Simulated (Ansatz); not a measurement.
**Au under changes of volume**

One of the cells (16.855 Å³/atom); the others are scaled copies at fixed shape and fractional positions:

```xyz
1
Lattice="0.0000 2.0350 2.0350 2.0350 0.0000 2.0350 2.0350 2.0350 0.0000" Properties=species:S:1:pos:R:3 pbc="T T T"
Au    0.0000    0.0000    0.0000
```

```yaml
Program: Ansatz 0.2.0
Functional: PBE
Potentials_or_basis: all-electron LAPW, scalar-relativistic
Cutoff: 268 eV (chosen from the basis error)
Basis_error_allowed: 0.0005 eV/atom
k_mesh: 11 × 11 × 11
Occupations: fermi-dirac, width 0.05 eV
Spin: no spin polarisation
```

```tsv
volume (Å³/atom)	energy over the lowest point (meV/atom)	pressure (GPa)
15.843	146.26	25.4
16.181	?	?
16.518	61.71	15.0
16.855	34.52	10.8
17.192	15.82	7.0
17.529	4.61	3.7
17.866	0.00	0.7
```

Task: What does the run at 16.181 Å³/atom give?

Result: Energy over the lowest point 98.53 meV/atom; pressure 19.9 GPa.

Worked out: A Birch-Murnaghan fit of order 3 (a polynomial in V^(-2/3)) to the other rows has its minimum at 17.96 Å³/atom, just outside them, with B0 = V·E''(V) = 143 GPa and B' = 5.6. It gives 98.47 meV/atom at 16.181 Å³/atom, against the run's 98.53, and -dE/dV = 20.0 GPa, against 19.9.

Energies are extrapolated to zero smearing.
